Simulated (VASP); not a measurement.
# In (I4/mmm) in VASP: a series of runs

One crystal, In, is run at these levels: PBE; tasks: relaxation of cell and atoms.

All numbers are computed with VASP 6.6.1; they aren't measurements. Logs are shortened: lines on timing, memory, paths and dates and some standing lists are left out, and cuts for length are marked.

**1. The structure**

It takes space group I4/mmm (No. 139, tetragonal). The conventional cell has a = 3.251 Å, b = 3.251 Å, c = 4.947 Å, α = 90.00°, β = 90.00°, γ = 90.00°. In (site symmetry 4/mmm) has 12 In at 3.25 to 3.38 Å as nearest neighbours.

**2. Relaxation of cell and atoms, PBE**

File INCAR:

```
ALGO = Normal ; EDIFF = 1E-6
EDIFFG = -0.01 ; ENCUT = 520
GGA = PE ; IBRION = 2
ISIF = 3 ; ISMEAR = 0
LASPH = True ; LCHARG = False
LREAL = False ; LWAVE = False
NELM = 120 ; NSW = 90
PREC = Accurate ; SIGMA = 0.1
```

File KPOINTS:

```
k-points
0
Gamma
  19 19 19
```

File POSCAR:

```
In
1.0
   -1.6254700000      1.6254700000      2.4737000000
    1.6254700000     -1.6254700000      2.4737000000
    1.6254700000      1.6254700000     -2.4737000000
In
1
Direct
    0.0000000000      0.0000000000      0.0000000000
```

Potentials or basis: VASP PAW PBE potentials, release 64 (In_d).

Run with:

```
$ cat potpaw_PBE.64/In_d/POTCAR > POTCAR
$ mpirun -np 1 vasp_std > vasp.out
```

OUTCAR:

```text
EDIFF = 1E-6
   EDIFFG = -0.01
   ENCUT = 520
   GGA = PE
   IBRION = 2
   ISIF = 3
   ISMEAR = 0
   LASPH = True
   LREAL = False
   NELM = 120
   NSW = 90
   PREC = Accurate

 ion  position               nearest neighbor table
   1  0.000  0.000  0.000-

  LATTYP: Found a body centered tetragonal cell.
 ALAT       =     3.2509400000
 C/A-ratio  =     1.5218367611

  Lattice vectors:

 A1 = (  -1.6254700000,   1.6254700000,   2.4737000000)
 A2 = (   1.6254700000,  -1.6254700000,   2.4737000000)
 A3 = (   1.6254700000,   1.6254700000,  -2.4737000000)

Analysis of symmetry for initial positions (statically):
=====================================================================
 Subroutine PRICEL returns:
 Original cell was already a primitive cell.

 Routine SETGRP: Setting up the symmetry group for a
 body centered tetragonal supercell.

 Subroutine GETGRP returns: Found 16 space group operations
 (whereof 16 operations were pure point group operations)
 out of a pool of 16 trial point group operations.

The static configuration has the point symmetry D_4h.

Analysis of symmetry for dynamics (positions and initial velocities):
=====================================================================
 Subroutine PRICEL returns:
 Original cell was already a primitive cell.

 Routine SETGRP: Setting up the symmetry group for a
 body centered tetragonal supercell.

 Subroutine GETGRP returns: Found 16 space group operations
 (whereof 16 operations were pure point group operations)
 out of a pool of 16 trial point group operations.

The dynamic configuration has the point symmetry D_4h.

 Subroutine INISYM returns: Found 16 space group operations
 (whereof 16 operations are pure point group operations),
 and found     1 'primitive' translations

----------------------------------------------------------------------------------------

                                     Primitive cell

  volume of cell :      26.1436

  direct lattice vectors                    reciprocal lattice vectors
    -1.625470000  1.625470000  2.473700000     0.000000000  0.307603339  0.202126369
     1.625470000 -1.625470000  2.473700000     0.307603339  0.000000000  0.202126369
     1.625470000  1.625470000 -2.473700000     0.307603339  0.307603339  0.000000000

  length of vectors
     3.376906444  3.376906444  3.376906444     0.368069129  0.368069129  0.435016814

  position of ions in fractional coordinates (direct lattice)
     0.000000000  0.000000000  0.000000000

  ion indices of the primitive-cell ions
   primitive index   ion index
                 1           1

----------------------------------------------------------------------------------------

 KPOINTS: k-points

Automatic generation of k-mesh.
 Grid dimensions read from file:
 generate k-points for:   19   19   19

 Generating k-lattice:

  Cartesian coordinates                     Fractional coordinates (reciprocal lattice)
     0.000000000  0.016189649  0.010638230     0.052631579  0.000000000 -0.000000000
     0.016189649  0.000000000  0.010638230     0.000000000  0.052631579 -0.000000000
     0.016189649  0.016189649  0.000000000     0.000000000  0.000000000  0.052631579

  Length of vectors
     0.019372059  0.019372059  0.022895622

  Shift w.r.t. Gamma in fractional coordinates (k-lattice)
     0.000000000  0.000000000  0.000000000

 Subroutine IBZKPT returns following result:
 ===========================================

 Found    550 irreducible k-points:

 Following reciprocal coordinates:
            Coordinates               Weight
  0.000000  0.000000  0.000000      1.000000
  0.052632 -0.000000  0.000000      8.000000
  0.105263 -0.000000  0.000000      8.000000
  0.157895  0.000000 -0.000000      8.000000
  0.210526 -0.000000  0.000000      8.000000
  0.263158  0.000000 -0.000000      8.000000
[... 16 lines left out ...]
 -0.315789  0.052632 -0.000000     16.000000
 -0.263158  0.052632  0.000000     16.000000
 [... further k-points ...]
   k-points           NKPTS =    550   k-points in BZ     NKDIM =    550   number of bands    NBANDS=     10
   number of dos      NEDOS =    301   number of ions     NIONS =      1
   total plane-waves  NPLWV =  21952
   dimension x,y,z NGX =    28 NGY =   28 NGZ =   28
   dimension x,y,z NGXF=    56 NGYF=   56 NGZF=   56
   ions per type =               1
   NGX,Y,Z   is equivalent  to a cutoff of  13.78, 13.78, 13.78 a.u.
   NGXF,Y,Z  is equivalent  to a cutoff of  27.57, 27.57, 27.57 a.u.
 SYSTEM =  unknown system
   PREC   = accura    normal or accurate (medium, high low for compatibility)
   ISTART =      0    job   : 0-new  1-cont  2-samecut
   ICHARG =      2    charge: 1-file 2-atom 10-const
   ISPIN  =      1    spin polarized calculation?
   LNONCOLLINEAR =      F non collinear calculations
   LSORBIT =      F    spin-orbit coupling
   LASPH  =      T    aspherical Exc in radial PAW
   ENCUT  =  520.0 eV  38.22 Ry    6.18 a.u.   6.28  6.28  6.28*2*pi/ulx,y,z
   NELM   =    120;   NELMIN=  2; NELMDL= -5     # of ELM steps
   EDIFF  = 0.1E-05   stopping-criterion for ELM
   LREAL  =      F    real-space projection
   EDIFFG = -.1E-01   stopping-criterion for IOM
   NSW    =     90    number of steps for IOM
   IBRION =      2    ionic relax: 0-MD 1-quasi-New 2-CG
   NFREE  =      1    steps in history (QN), initial steepest desc. (CG)
   ISIF   =      3    stress and relaxation
   ISYM   =      2    0-nonsym 1-usesym 2-fastsym
   POTIM  = 0.5000    time-step for ionic-motion
   TEBEG  =    0.0;   TEEND  =   0.0 temperature during run
   PSTRESS=    0.0 pullay stress
   NELECT =      13.0000    total number of electrons
   NUPDOWN=      -1.0000    fix difference up-down
   EMIN   =  10.00;   EMAX   =-10.00  energy-range for DOS
   EFERMI =   0.00;   METHOD = LEGACY
   ISMEAR =     0;   SIGMA  =   0.10  broadening in eV -4-tet -1-fermi 0-gaus
   EFERMI_NEDOS =   21; number of points for ismear=-14 and -15
   IALGO  =     38    algorithm
   IMIX   =      4    mixing-type and parameters
     AMIX     =   0.40;   BMIX     =  1.00
     AMIX_MAG =   1.60;   BMIX_MAG =  1.00
  volume/ion in A,a.u.               =      26.14       176.43
  Fermi-wavevector in a.u.,A,eV,Ry     =   1.296983  2.450943 22.887245  1.682165
  Thomas-Fermi vector in A             =   2.428405
   LORBIT       =      0    0 simple, 1 ext, 2 COOP (PROOUT), +10 PAW based schemes
   GGA     = PE    functional components
   LHFCALC =     F    Hartree Fock is set to
   AEXX    =    0.0000 exact exchange contribution
   IVDW    =     0    specifies the selected vdW correction
   LEPSILON=     F    determine dielectric tensor
   LRPA    =     F    only Hartree local field effects (RPA)
 conjugate gradient relaxation of ions
 non-spin polarized calculation
 Gauss-broadening in eV      SIGMA  =   0.10
  energy-cutoff  :      520.00
  volume of cell :       26.14
 maximum number of plane-waves:       720
 NGX is ok and might be reduce to    28
   NGX = 13   NGY = 13   NGZ = 13

--------------------------------------- Ionic step        1  -------------------------------------------

 number of electron      13.0000006 magnetization

 Free energy of the ion-electron system (eV)
  ---------------------------------------------------
  ext. energy  EPLUGINS =         0.00000000
  ---------------------------------------------------
  free energy    TOTEN  =        -2.55271959 eV

  energy without entropy =       -2.55048488  energy(sigma->0) =       -2.55160223

------------------------ aborting loop because EDIFF is reached ----------------------------------------

  FORCE on cell =-STRESS in cart. coord.  units (eV):
  Direction    XX          YY          ZZ          XY          YZ          ZX
  --------------------------------------------------------------------------------------
  -------------------------------------------------------------------------------------
  Total        0.3332120      0.3332120      0.3147097      0.0000000     -0.0000000      0.0000000
  in kB       20.4204957     20.4204957     19.2866054      0.0000000     -0.0000000      0.0000000
  external PRESSURE =      20.0425323 kB  Pullay stress =       0.0000000 kB
[... 86 lines left out ...]
  FREE ENERGIE OF THE ION-ELECTRON SYSTEM (eV)
  ---------------------------------------------------
  free  energy   TOTEN  =        -2.5608113418 eV

  energy  without entropy=       -2.5586683288  energy(sigma->0) =       -2.55973984

[... ionic steps 4 to 7 ...]

--------------------------------------- Ionic step        8  -------------------------------------------

 number of electron      12.9999997 magnetization

------------------------ aborting loop because EDIFF is reached ----------------------------------------

  FORCE on cell =-STRESS in cart. coord.  units (eV):
  Direction    XX          YY          ZZ          XY          YZ          ZX
  --------------------------------------------------------------------------------------
  -------------------------------------------------------------------------------------
  Total       -0.0161563     -0.0161563     -0.0072338      0.0000000      0.0000000      0.0000000
  in kB       -0.9402436     -0.9402436     -0.4209831      0.0000000      0.0000000      0.0000000
  external PRESSURE =      -0.7671568 kB  Pullay stress =       0.0000000 kB
[... 55 lines left out ...]
  energy  without entropy=       -2.5592579733  energy(sigma->0) =       -2.56019870

--------------------------------------- Ionic step       10  -------------------------------------------

 number of electron      12.9999997 magnetization

 Free energy of the ion-electron system (eV)
  ---------------------------------------------------
  ext. energy  EPLUGINS =         0.00000000
  ---------------------------------------------------
  free energy    TOTEN  =        -2.56113962 eV

  energy without entropy =       -2.55926027  energy(sigma->0) =       -2.56019995

 E-fermi :   6.9542     XC(G=0): -10.0133

 val. band max:        6.9531042847   @ k =   0.4737   0.2632   0.0526
 cond. band min:       6.9689960134   @ k =   0.2632   0.2632   0.1579
 fundamental gap:      0.0158917288
 Fermi energy:         6.9541578208

 k-point     1 :       0.0000    0.0000    0.0000
  band No.  band energies     occupation
      1      -7.6691      2.00000
      2      -7.6047      2.00000
      3      -7.6047      2.00000
      4      -7.5116      2.00000
      5      -7.4468      2.00000
      6      -2.2411      2.00000
      7      17.0491      0.00000
      8      17.0491      0.00000
      9      17.1648      0.00000
     10      18.3979      0.00000
[... 287 lines left out ...]
 k-point    24 :      -0.2632    0.0526    0.0000
  band No.  band energies     occupation
      1      -7.6436      2.00000
      2      -7.6097      2.00000
      3      -7.5627      2.00000
      4      -7.4637      2.00000
      5      -7.4315      2.00000
      6      -0.8885      2.00000
      7      10.1134      0.00000
      8      14.8572      0.00000
      9      15.9723      0.00000
     10      18.2678      0.00000

 [... further k-points ...]

------------------------ aborting loop because EDIFF is reached ----------------------------------------

  FORCE on cell =-STRESS in cart. coord.  units (eV):
  Direction    XX          YY          ZZ          XY          YZ          ZX
  --------------------------------------------------------------------------------------
  -------------------------------------------------------------------------------------
  Total       -0.0066151     -0.0066151     -0.0019547     -0.0000000      0.0000000      0.0000000
  in kB       -0.3850137     -0.3850137     -0.1137669     -0.0000000      0.0000000      0.0000000
  external PRESSURE =      -0.2945981 kB  Pullay stress =       0.0000000 kB
[... 16 lines left out ...]
  FREE ENERGIE OF THE ION-ELECTRON SYSTEM (eV)
  ---------------------------------------------------
  free  energy   TOTEN  =        -2.5611396231 eV

  energy  without entropy=       -2.5592602736  energy(sigma->0) =       -2.56019995

 reached required accuracy - stopping structural energy minimisation
```

Run time: 4.6 min. Hardware: 1 thread of Intel Xeon 6975P-C (Granite Rapids), shared host; peak memory 0.3 GiB.

Results:

```
Free energy                            : -2.5611 eV
Relaxed volume                         : 27.53 Å³/atom
Relaxed cell                           : a = 3.421 Å, b = 3.421 Å, c = 3.421 Å, α = 121.74°, β = 121.74°, γ = 87.00°
Space group after relaxing (to 0.05 Å) : I4/mmm (No. 139)
Energy gained by relaxing              : 8.4 meV/atom
Ionic steps                            : 10
Pressure after relaxing                : 0.0 GPa
Band gap on the k mesh                 : none (metal or under the smearing width)
```

The path:
| step | energy change (eV) | largest force (eV/Å) | pressure (GPa) | volume (Å³) |
| --- | --- | --- | --- | --- |
| 1 | 0.0000 | 0.0000 | 2.00 | 26.14 |
| 2 | -0.0081 | 0.0000 | 0.08 | 27.40 |
| 3 | -0.0081 | 0.0000 | 0.05 | 27.46 |
| 4 | -0.0081 | 0.0000 | -0.11 | 27.58 |
| 5 | -0.0081 | 0.0000 | -0.01 | 27.50 |
| 6 | -0.0082 | 0.0000 | 0.00 | 27.50 |
| 7 | -0.0083 | 0.0000 | -0.02 | 27.51 |
| 8 | -0.0084 | 0.0000 | -0.08 | 27.53 |
| 9 | -0.0084 | 0.0000 | -0.03 | 27.53 |
| 10 | -0.0084 | 0.0000 | -0.03 | 27.53 |

Final structure:
```
CELL_PARAMETERS angstrom
-1.66530 1.66530 2.48155
1.66530 -1.66530 2.48155
1.66530 1.66530 -2.48155
ATOMIC_POSITIONS crystal
In 0.00000 0.00000 0.00000
```

PBE usually gives volumes a little too large and moduli too small. Zero-point motion and thermal expansion aren't in these numbers.

**3. Relaxation of cell and atoms, PBE**

This run uses another cell than the first one, of 27.53 Å³/atom, 1.053 times its volume.

File INCAR:

```
ALGO = Normal ; EDIFF = 1E-7
EDIFFG = -0.005 ; ENCUT = 520
GGA = PE ; IBRION = 2
ISIF = 3 ; ISMEAR = 0
LASPH = True ; LCHARG = False
LREAL = False ; LWAVE = False
NELM = 120 ; NSW = 60
POTIM = 0.3 ; PREC = Accurate
SIGMA = 0.1
```

KPOINTS is that of step 2.

File POSCAR:

```
In                                      
1.0
   -1.6653022172      1.6653022172      2.4815483498
    1.6653022172     -1.6653022172      2.4815483498
    1.6653022172      1.6653022172     -2.4815483498
  In            
     1
Direct
     0.0000000000000000    0.0000000000000000    0.0000000000000000
```

Potentials or basis: VASP PAW PBE potentials, release 64 (In_d).

Run with:

```
$ cat potpaw_PBE.64/In_d/POTCAR > POTCAR
$ mpirun -np 1 vasp_std > vasp.out
```

Run time: 77 s. Hardware: 1 thread of Intel Xeon 6975P-C (Granite Rapids), shared host; peak memory 0.29 GiB.

The run converged. Its results:

* Free energy: -2.5617 eV
* Relaxed volume: 27.51 Å³/atom
* Relaxed cell: a = 3.420 Å, b = 3.420 Å, c = 3.420 Å, α = 121.75°, β = 121.75°, γ = 87.00°
* Space group after relaxing (to 0.05 Å): I4/mmm (No. 139)
* Energy gained by relaxing: 0.0 meV/atom
* Ionic steps: 2
* Pressure after relaxing: 0.0 GPa
* Band gap on the k mesh: none (metal or under the smearing width)

Final structure:
```
In
1.0
    -1.66488    1.66488    2.48114
     1.66488   -1.66488    2.48114
     1.66488    1.66488   -2.48114
In
1
Cartesian
  0.0000 3.3298 0.0000
```

Levels at points of the mesh, in eV from the Fermi level:
| k point | band 3 | band 4 | band 5 | band 6 | band 7 | band 8 | band 9 | band 10 |
| --- | --- | --- | --- | --- | --- | --- | --- | --- |
| (0.00, 0.00, 0.00) | -14.56 | -14.47 | -14.40 | -9.20 | 10.10 | 10.10 | 10.22 | 11.45 |
